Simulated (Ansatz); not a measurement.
**AlN: stress in a strained cell**

AlN is deformed so: equal xx and yy strain of +3 %. What stress and forces result, by LAPW, PAW and all-electron datasets made for the crystal?

Program: Ansatz 0.2.0. Level of theory: DFT PBE, scalar-relativistic. These are calculated values, not measurements.

**1. Starting point**

The structure is hexagonal, space group P6_3mc (No. 186). The conventional cell has a = 3.111 Å, b = 3.111 Å, c = 4.978 Å, α = 90.00°, β = 90.00°, γ = 120.00°. Al (site symmetry 3m) is surrounded by 4 N at 1.89 to 1.92 Å. N (site symmetry 3m) has 4 Al at 1.89 to 1.92 Å as nearest neighbours.

Coordinates:

```xyz
4
Lattice="3.1110 0.0000 0.0000 -1.5555 2.6942 0.0000 0.0000 0.0000 4.9780" Properties=species:S:1:pos:R:3 pbc="T T T"
Al    0.0000    1.7961    0.0000
Al    1.5555    0.8981    2.4890
N     0.0000    1.7961    1.9165
N     1.5555    0.8981    4.4055
```

Atoms are numbered in the order of the input: Al1, Al2, N3, N4.

**2. The deformed structure**

Space group P6_3mc before, P6_3mc after.

**3. LAPW, all electrons**

File input.yaml:

```yaml
crystal:
  lattice:
    - [3.2043322162, 0.0, 0.0]
    - [-1.6021661081, 2.7750331013, 0.0]
    - [0.0, 0.0, 4.978]
  atoms:
    - { symbol: Al, position: [0.3333333333, 0.6666666667, 0.0] }
    - { symbol: Al, position: [0.6666666667, 0.3333333333, 0.5] }
    - { symbol: "N", position: [0.3333333333, 0.6666666667, 0.385] }
    - { symbol: "N", position: [0.6666666667, 0.3333333333, 0.885] }
kpoints:
  mp_grid: { grid: [11, 11, 6] }
  band_path:
    path:
      - [0.0, 0.0, 0.0]
      - [0.5, 0.0, 0.0]
      - [0.3333333333, 0.3333333333, 0.0]
      - [0.0, 0.0, 0.0]
      - [0.0, 0.0, 0.5]
      - [0.5, 0.0, 0.5]
      - [0.3333333333, 0.3333333333, 0.5]
      - [0.0, 0.0, 0.5]
      - [0.5, 0.0, 0.5]
    npoints: 5
scf:
  occupations: { method: fermi_dirac, width: 0.02 }
hamiltonian:
  xc: pbe
  pseudopotentials: { kind: all_electron, lapw: { basis_error: 0.001 } }
output:
  forces: true
  stress: true
  eigenvalues: true
```

On the command line:

```sh
ansatz run input.yaml --threads 1 --pin off --max-ram 4096MiB --backend cpu --events-out ev --progress --plain --runs-dir out
```

**4. PAW with frozen cores**

File input.yaml:

```yaml
crystal:
  lattice:
    - [3.2043322162, 0.0, 0.0]
    - [-1.6021661081, 2.7750331013, 0.0]
    - [0.0, 0.0, 4.978]
  atoms:
    - { symbol: Al, position: [0.3333333333, 0.6666666667, 0.0] }
    - { symbol: Al, position: [0.6666666667, 0.3333333333, 0.5] }
    - { symbol: "N", position: [0.3333333333, 0.6666666667, 0.385] }
    - { symbol: "N", position: [0.6666666667, 0.3333333333, 0.885] }
kpoints:
  mp_grid: { grid: [11, 11, 6] }
scf:
  occupations: { method: fermi_dirac, width: 0.02 }
hamiltonian:
  xc: pbe
  pseudopotentials: { kind: paw }
output:
  forces: true
  stress: true
  eigenvalues: true
  efg: { contact_densities: true }
  write_density: true
  write_potential: true
  elf: true
  volumetric_format: npy
```

**5. All-electron PAW on datasets made for the crystal**

input.yaml: that of step 4 with these lines changed.

```diff
@@ -16,3 +16,3 @@
   xc: pbe
-  pseudopotentials: { kind: paw }
+  pseudopotentials: { kind: all_electron, datasets: crystal }
 output:
@@ -22,5 +22 @@
   efg: { contact_densities: true }
-  write_density: true
-  write_potential: true
-  elf: true
-  volumetric_format: npy
```

(Steps that only read results are left out.)

Before running it: what results should come out? Wanted: pressure; largest shear or deviatoric stress.

As calculated:

```
                                 quantity                                              value
                                 pressure  LAPW -7.25, PAW -7.19, crystal datasets -7.25 GPa
largest shear or deviatoric stress (LAPW)                                           6.16 GPa
```

**Reading.** The largest part of the stress beyond the pressure is 6.16 GPa in size, in the zz component; the atoms are carried along and not relaxed. No run of the undeformed cell stands beside it, so the pressure holds what the given cell had before the change. PAW: stress within 0.07 GPa of LAPW, forces within 1 meV/Å. Crystal datasets: stress within 0.01 GPa of LAPW, forces within 1 meV/Å.
